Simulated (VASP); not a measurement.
# Ag (Fd-3m) in VASP: notebook

Runs on Ag. Level: RPBE. Tasks: single point.

Program: VASP 6.6.1. These are calculated values, not measurements. Logs are shortened: lines on timing, memory, paths and dates and some standing lists are left out, and cuts for length are marked.

### 1 Starting point

The structure is cubic, space group Fd-3m (No. 227). The conventional cell has a = 6.377 Å, b = 6.377 Å, c = 6.377 Å, α = 90.00°, β = 90.00°, γ = 90.00°. Ag (site symmetry -43m) is surrounded by 4 Ag at 2.76 Å.

This isn't the form of Ag at room conditions, which is fcc.

### 2 Single point, RPBE

INCAR reads:

```
SYSTEM = Ag
PREC = Accurate
ENCUT = 520
EDIFF = 1E-6
ISMEAR = -1
SIGMA = 0.1
LREAL = .False.
LASPH = .True.
NELM = 80
ALGO = Normal
ISIF = 2
LWAVE = .False.
LCHARG = .False.
GGA = RP
NBANDS = 18
```

KPOINTS reads:

```
Automatic mesh
0
Gamma
  14 14 14
  0 0 0
```

POSCAR reads:

```
Ag
1.0
    0.0000000000      3.1884381226      3.1884381226
    3.1884381226      0.0000000000      3.1884381226
    3.1884381226      3.1884381226      0.0000000000
Ag
2
Direct
    0.1250000000      0.1250000000      0.1250000000
    0.8750000000      0.8750000000      0.8750000000
```

Potentials or basis: VASP PAW PBE potentials, release 64 (Ag).

Command:

```console
$ cat potpaw_PBE.64/Ag/POTCAR > POTCAR
$ mpirun -np 1 vasp_std > vasp.out
```

OUTCAR:

```text
SYSTEM = Ag
   PREC = Accurate
   ENCUT = 520
   EDIFF = 1E-6
   ISMEAR = -1
   LREAL = .False.
   LASPH = .True.
   NELM = 80
   ISIF = 2
   GGA = RP

 ion  position               nearest neighbor table
   1  0.125  0.125  0.125-   2 2.76   2 2.76   2 2.76   2 2.76
   2  0.875  0.875  0.875-   1 2.76   1 2.76   1 2.76   1 2.76

  LATTYP: Found a face centered cubic cell.
 ALAT       =     6.3768762452

  Lattice vectors:

 A1 = (   0.0000000000,   3.1884381226,   3.1884381226)
 A2 = (   3.1884381226,   0.0000000000,   3.1884381226)
 A3 = (   3.1884381226,   3.1884381226,   0.0000000000)

Analysis of symmetry for initial positions (statically):
=====================================================================
 Subroutine PRICEL returns:
 Original cell was already a primitive cell.

 Routine SETGRP: Setting up the symmetry group for a
 face centered cubic supercell.

 Subroutine GETGRP returns: Found 48 space group operations
 (whereof 12 operations were pure point group operations)
 out of a pool of 48 trial point group operations.

The static configuration has the point symmetry D_3d.
 The point group associated with its full space group is O_h .

Analysis of symmetry for dynamics (positions and initial velocities):
=====================================================================
 Subroutine PRICEL returns:
 Original cell was already a primitive cell.

 Routine SETGRP: Setting up the symmetry group for a
 face centered cubic supercell.

 Subroutine GETGRP returns: Found 48 space group operations
 (whereof 12 operations were pure point group operations)
 out of a pool of 48 trial point group operations.

The dynamic configuration has the point symmetry D_3d.
 The point group associated with its full space group is O_h .

 Subroutine INISYM returns: Found 48 space group operations
 (whereof 12 operations are pure point group operations),
 and found     1 'primitive' translations

----------------------------------------------------------------------------------------

                                     Primitive cell

  volume of cell :      64.8282

  direct lattice vectors                    reciprocal lattice vectors
     0.000000000  3.188438123  3.188438123    -0.156816592  0.156816592  0.156816592
     3.188438123  0.000000000  3.188438123     0.156816592 -0.156816592  0.156816592
     3.188438123  3.188438123  0.000000000     0.156816592  0.156816592 -0.156816592

  length of vectors
     4.509132436  4.509132436  4.509132436     0.271614305  0.271614305  0.271614305

  position of ions in fractional coordinates (direct lattice)
     0.125000000  0.125000000  0.125000000
     0.875000000  0.875000000  0.875000000

  ion indices of the primitive-cell ions
   primitive index   ion index
                 1           1
                 2           2

----------------------------------------------------------------------------------------

 KPOINTS: Automatic mesh

Automatic generation of k-mesh.
 Grid dimensions read from file:
 generate k-points for:   14   14   14

 Generating k-lattice:

  Cartesian coordinates                     Fractional coordinates (reciprocal lattice)
    -0.011201185  0.011201185  0.011201185     0.071428571  0.000000000  0.000000000
     0.011201185 -0.011201185  0.011201185     0.000000000  0.071428571  0.000000000
     0.011201185  0.011201185 -0.011201185     0.000000000  0.000000000  0.071428571

  Length of vectors
     0.019401022  0.019401022  0.019401022

  Shift w.r.t. Gamma in fractional coordinates (k-lattice)
     0.000000000  0.000000000  0.000000000

 Subroutine IBZKPT returns following result:
 ===========================================

 Found    104 irreducible k-points:

 Following reciprocal coordinates:
            Coordinates               Weight
  0.000000  0.000000  0.000000      1.000000
  0.071429  0.000000  0.000000      8.000000
  0.142857  0.000000  0.000000      8.000000
  0.214286  0.000000  0.000000      8.000000
  0.285714  0.000000  0.000000      8.000000
  0.357143  0.000000  0.000000      8.000000
[... 16 lines left out ...]
  0.214286  0.142857  0.000000     24.000000
  0.285714  0.142857  0.000000     24.000000
 [... further k-points ...]
   k-points           NKPTS =    104   k-points in BZ     NKDIM =    104   number of bands    NBANDS=     18
   number of dos      NEDOS =    301   number of ions     NIONS =      2
   total plane-waves  NPLWV =  46656
   dimension x,y,z NGX =    36 NGY =   36 NGZ =   36
   dimension x,y,z NGXF=    72 NGYF=   72 NGZF=   72
   ions per type =               2
   NGX,Y,Z   is equivalent  to a cutoff of  13.27, 13.27, 13.27 a.u.
   NGXF,Y,Z  is equivalent  to a cutoff of  26.55, 26.55, 26.55 a.u.
 SYSTEM =  Ag
   PREC   = accura    normal or accurate (medium, high low for compatibility)
   ISTART =      0    job   : 0-new  1-cont  2-samecut
   ICHARG =      2    charge: 1-file 2-atom 10-const
   ISPIN  =      1    spin polarized calculation?
   LNONCOLLINEAR =      F non collinear calculations
   LSORBIT =      F    spin-orbit coupling
   LASPH  =      T    aspherical Exc in radial PAW
   ENCUT  =  520.0 eV  38.22 Ry    6.18 a.u.   8.38  8.38  8.38*2*pi/ulx,y,z
   NELM   =     80;   NELMIN=  2; NELMDL= -5     # of ELM steps
   EDIFF  = 0.1E-05   stopping-criterion for ELM
   LREAL  =      F    real-space projection
   EDIFFG = 0.1E-04   stopping-criterion for IOM
   NSW    =      0    number of steps for IOM
   IBRION =     -1    ionic relax: 0-MD 1-quasi-New 2-CG
   NFREE  =      0    steps in history (QN), initial steepest desc. (CG)
   ISIF   =      2    stress and relaxation
   ISYM   =      2    0-nonsym 1-usesym 2-fastsym
   POTIM  = 0.5000    time-step for ionic-motion
   TEBEG  =    0.0;   TEEND  =   0.0 temperature during run
   PSTRESS=    0.0 pullay stress
   NELECT =      22.0000    total number of electrons
   NUPDOWN=      -1.0000    fix difference up-down
   EMIN   =  10.00;   EMAX   =-10.00  energy-range for DOS
   EFERMI =   0.00;   METHOD = LEGACY
   ISMEAR =    -1;   SIGMA  =   0.10  broadening in eV -4-tet -1-fermi 0-gaus
   EFERMI_NEDOS =   21; number of points for ismear=-14 and -15
   IALGO  =     38    algorithm
   IMIX   =      4    mixing-type and parameters
     AMIX     =   0.40;   BMIX     =  1.00
     AMIX_MAG =   1.60;   BMIX_MAG =  1.00
  volume/ion in A,a.u.               =      32.41       218.74
  Fermi-wavevector in a.u.,A,eV,Ry     =   1.141899  2.157876 17.741093  1.303934
  Thomas-Fermi vector in A             =   2.278598
   LORBIT       =      0    0 simple, 1 ext, 2 COOP (PROOUT), +10 PAW based schemes
   GGA     = RP    functional components
   LHFCALC =     F    Hartree Fock is set to
   AEXX    =    0.0000 exact exchange contribution
   IVDW    =     0    specifies the selected vdW correction
   LEPSILON=     F    determine dielectric tensor
   LRPA    =     F    only Hartree local field effects (RPA)
 non-spin polarized calculation
  energy-cutoff  :      520.00
  volume of cell :       64.83
 maximum number of plane-waves:      1807
 NGX is ok and might be reduce to    36
   NGX = 17   NGY = 17   NGZ = 17

 number of electron      22.0000002 magnetization

 Free energy of the ion-electron system (eV)
  ---------------------------------------------------
  ext. energy  EPLUGINS =         0.00000000
  ---------------------------------------------------
  free energy    TOTEN  =        -3.10709311 eV

  energy without entropy =       -3.08820678  energy(sigma->0) =       -3.09764995

 E-fermi :   2.3331     XC(G=0):  -8.2344

 val. band max:        2.2899593603   @ k =  -0.2857   0.4286   0.2143
 cond. band min:       2.3390549942   @ k =  -0.4286   0.1429   0.0000
 fundamental gap:      0.0490956338
 Fermi energy:         2.3331340575

 k-point     1 :       0.0000    0.0000    0.0000
  band No.  band energies     occupation
      1      -1.9963      2.00000
      2      -1.9963      2.00000
      3      -1.9963      2.00000
      4      -1.9889      2.00000
      5      -1.9889      2.00000
      6      -1.9872      2.00000
[... 10 lines left out ...]
     17      11.0970      0.00000
     18      11.4411      0.00000

 k-point     2 :       0.0714    0.0000    0.0000
  band No.  band energies     occupation
      1      -2.0516      2.00000
      2      -2.0516      2.00000
      3      -1.9969      2.00000
      4      -1.9367      2.00000
      5      -1.9235      2.00000
      6      -1.9235      2.00000
[... 10 lines left out ...]
     17      11.4316      0.00000
     18      11.9802      0.00000

 k-point     3 :       0.1429    0.0000    0.0000
  band No.  band energies     occupation
      1      -2.0932      2.00000
      2      -2.0932      2.00000
      3      -1.9987      2.00000
      4      -1.8558      2.00000
      5      -1.8558      2.00000
      6      -1.7999      2.00000
[... 10 lines left out ...]
     17      11.9190      0.00000
     18      12.5771      0.00000

 k-point     4 :       0.2143    0.0000    0.0000
  band No.  band energies     occupation
      1      -2.1143      2.00000
      2      -2.1143      2.00000
      3      -1.9998      2.00000
      4      -1.8041      2.00000
      5      -1.8041      2.00000
      6      -1.6361      2.00000
[... 375 lines left out ...]
      4      -1.9115      2.00000
      5      -1.7530      2.00000
      6      -1.7440      2.00000
[... 10 lines left out ...]
     17      13.1541      0.00000
     18      13.1541      0.00000

 k-point    23 :       0.2143    0.1429    0.0000
  band No.  band energies     occupation
      1      -2.1951      2.00000
      2      -2.0246      2.00000
      3      -2.0146      2.00000
      4      -1.8601      2.00000
      5      -1.6883      2.00000
      6      -1.6214      2.00000
[... 10 lines left out ...]
     17      13.1428      0.00000
     18      13.6130      0.00000

 k-point    24 :       0.2857    0.1429    0.0000
  band No.  band energies     occupation
      1      -2.2077      2.00000
      2      -2.0386      2.00000
      3      -2.0185      2.00000
      4      -1.8123      2.00000
      5      -1.6372      2.00000
      6      -1.5335      2.00000
[... 10 lines left out ...]
     17      12.8873      0.00000
     18      13.6331      0.00000

 [... further k-points ...]
[... 5 lines left out ...]
  --------------------------------------------------------------------------------------
  -------------------------------------------------------------------------------------
  Total        0.0077085      0.0077085      0.0077085      0.0000000      0.0000000      0.0000000
  in kB        0.1905099      0.1905099      0.1905099      0.0000000      0.0000000      0.0000000
  external PRESSURE =       0.1905099 kB  Pullay stress =       0.0000000 kB

 VOLUME and BASIS-vectors are now :
 -----------------------------------------------------------------------------
  energy-cutoff  :      520.00
  volume of cell :       64.83
      direct lattice vectors                 reciprocal lattice vectors
     0.000000000  3.188438123  3.188438123    -0.156816592  0.156816592  0.156816592
     3.188438123  0.000000000  3.188438123     0.156816592 -0.156816592  0.156816592
     3.188438123  3.188438123  0.000000000     0.156816592  0.156816592 -0.156816592

 POSITION                                       TOTAL-FORCE (eV/Angst)
 -----------------------------------------------------------------------------------
      0.79711      0.79711      0.79711        -0.000000     -0.000000     -0.000000
      5.57977      5.57977      5.57977         0.000000      0.000000      0.000000
 -----------------------------------------------------------------------------------
    total drift:                                0.000000      0.000000      0.000000

  FREE ENERGIE OF THE ION-ELECTRON SYSTEM (eV)
  ---------------------------------------------------
  free  energy   TOTEN  =        -3.1070931136 eV

  energy  without entropy=       -3.0882067838  energy(sigma->0) =       -3.09764995
```

Wall time 85 s (1 thread of Intel Xeon Platinum 8488C (Sapphire Rapids), shared host); peak memory 0.26 GiB.

What came out:

```
Free energy            : -3.1071 eV
Pressure               : 0.0 GPa
Band gap on the k mesh : none (metal or under the smearing width)
```

Caveat: the PAW data sets were made with another functional, which shifts forces and pressure a little.

### 3 Single point, RPBE

This run uses another cell than the first one, of 29.82 Å³/atom, 0.920 times its volume.

INCAR reads:

```
PREC = Accurate
ENCUT = 520
EDIFF = 1E-7
ISMEAR = -1
SIGMA = 0.1
LREAL = F
LASPH = T
NELM = 80
ALGO = Normal
ISIF = 2
LWAVE = F
LCHARG = T
GGA = RP
LELF = T
LVHAR = T
NBANDS = 18
```

KPOINTS reads:

```
regular mesh
0
Gamma
  10 10 10
```

POSCAR reads:

```
Ag
1.0
    0.0000000000      3.1010392912      3.1010392912
    3.1010392912      0.0000000000      3.1010392912
    3.1010392912      3.1010392912      0.0000000000
Ag
2
Direct
    0.1250000000      0.1250000000      0.1250000000
    0.8750000000      0.8750000000      0.8750000000
```

Potentials or basis: VASP PAW PBE potentials, release 64 (Ag).

Command:

```console
$ cat potpaw_PBE.64/Ag/POTCAR > POTCAR
$ mpirun -np 1 vasp_std > vasp.out
```

It took 37 s on 1 thread of Intel Xeon Platinum 8488C (Sapphire Rapids), shared host; peak memory 0.22 GiB.

Results (log left out):

```yaml
Free_energy: -3.0720 eV
Pressure: 2.3 GPa
Band_gap_on_the_k_mesh: none (metal or under the smearing width)
```

Levels at points of the mesh, in eV from the Fermi level:
```tsv
k point	band 8	band 9	band 10	band 11	band 12	band 13	band 14	band 15
(0.00, 0.00, 0.00)	-3.28	-3.28	-2.73	-2.73	8.51	8.51	8.51	9.24
(0.50, 0.00, 0.00)	-3.17	-2.77	-2.77	-0.93	-0.53	6.16	6.16	9.05
(0.50, 0.50, 0.00)	-3.52	-2.66	-2.66	0.12	0.12	3.52	3.52	7.02
```

Caveat: the PAW data sets were made with another functional, which shifts forces and pressure a little.

(Continued in part 2 of 2.)
